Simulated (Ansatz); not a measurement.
Cu:

```xyz
1
Lattice="0.0000 1.8075 1.8075 1.8075 0.0000 1.8075 1.8075 1.8075 0.0000" Properties=species:S:1:pos:R:3 pbc="T T T"
Cu    0.0000    0.0000    0.0000
```

| Item | Value |
| --- | --- |
| Program | Ansatz 0.2.0 |
| Task | relaxation of cell and atoms |
| Functional | PBEsol |
| Potentials or basis | Ansatz PAW |
| Cutoff | 420 eV (not typed: the program's choice for these potentials) |
| k mesh | 13 × 13 × 13 |
| Occupations | fermi-dirac, width 0.05 eV |
| Spin | no spin polarisation |

At the start: volume 11.81 Å³/atom.

Task: Where does the relaxation end?

Result: It ends after 5 steps and the volume is 11.31 Å³/atom (-4.3 %); space group Fm-3m (No. 225, to 0.05 Å).

The path:
```csv
step,energy change (eV),largest force (eV/Å),volume (Å³)
1,0.0000,0.0000,11.81
2,-0.0085,0.0000,11.55
3,-0.0112,0.0000,11.28
4,-0.0112,0.0000,11.31
5,-0.0108,0.0000,11.31
```

Final structure:
```yaml
crystal:
  lattice:
    - [0.00000, 1.78135, 1.78135]
    - [1.78135, 0.00000, 1.78135]
    - [1.78135, 1.78135, 0.00000]
  atoms:
    - { symbol: Cu, position: [0.00000, 0.00000, 0.00000] }
```

Caveat: the plane-wave basis is chosen anew once the cell has moved, so the energies of steps on either side of that aren't comparable; the PAW data sets come from PBE, with cores solved anew for the run's functional, which leaves a small shift of forces and pressure.
